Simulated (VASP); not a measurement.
VASP input:

**INCAR**
```
EDIFF = 1E-6
EDIFFG = -0.02
SYSTEM = InN
ENCUT = 620   ! plane-wave cut-off (eV)
ISMEAR = 1   ! Methfessel-Paxton
LMAXMIX = 4   ! l cut-off of mixed one-centre charges
LREAL = F
ISIF = 3   ! ions, shape and volume
PSTRESS = 100   ! kbar
GGA = PS   ! PBEsol
LASPH = T   ! aspherical one-centre terms
ALGO = Normal
NSW = 40
IBRION = 2
NELM = 100   ! most electronic steps
LCHARG = F
PREC = Accurate
SIGMA = 0.1
LWAVE = F
```

POSCAR:
```
InN
1
    3.4645618110     0.0000000000     0.0000000000
   -1.7322809055     3.0003990645    -0.0000000000
    0.0000000000    -0.0000000000     5.5939233024
In N
2 2
Direct
  0.3333330000   0.6666670000   0.9980072198
  0.6666670000   0.3333330000   0.4980072198
  0.3333330000   0.6666670000   0.3769927802
  0.6666670000   0.3333330000   0.8769927802
```

**KPOINTS**
```
kpoints
0
gamma
  10 10 6
0 0 0
```

POTCAR, in this order: In_d N (PBE.64 set). Program: vasp_std.

**Question.** Write an equivalent input for Quantum ESPRESSO's pw.x.

**Answer.** One equivalent input (not run):
```
&CONTROL
  calculation = 'vc-relax'
  pseudo_dir = './pseudo'
  outdir = './out'
  tprnfor = .true.
  tstress = .true.
  nstep = 40
  forc_conv_thr = 0.00078
/
&SYSTEM
  ibrav = 0
  nat = 4
  ntyp = 2
  ecutwfc = 84
  occupations = 'smearing'
  smearing = 'methfessel-paxton'
  degauss = 0.00735
  input_dft = 'pbesol'
/
&ELECTRONS
  conv_thr = 7.3e-08
  electron_maxstep = 100
/
&IONS
/
&CELL
  press = 100
/
ATOMIC_SPECIES
  In 114.818 In.upf
  N 14.007 N.upf
CELL_PARAMETERS angstrom
     3.4645618    0.0000000    0.0000000
    -1.7322809    3.0003991   -0.0000000
     0.0000000   -0.0000000    5.5939233
ATOMIC_POSITIONS crystal
  In   0.3333330  0.6666670  0.9980072
  In   0.6666670  0.3333330  0.4980072
  N    0.3333330  0.6666670  0.3769928
  N    0.6666670  0.3333330  0.8769928
K_POINTS automatic
  10 10 6 0 0 0
```
The two are equivalent in intent, not identical: the potentials are each code's own (VASP's PAW set, PseudoDojo norm-conserving files in pw.x), so ENCUT and ecutwfc are chosen apart and not converted; conv_thr bounds pw.x's estimated SCF error, while EDIFF bounds the energy change between steps; forc_conv_thr acts on force components and is met together with etot_conv_thr.

The structure was generated: InN was put into the wurtzite type (P6_3mc), which need not be its known phase. It was relaxed first under an external pressure of 10 GPa.
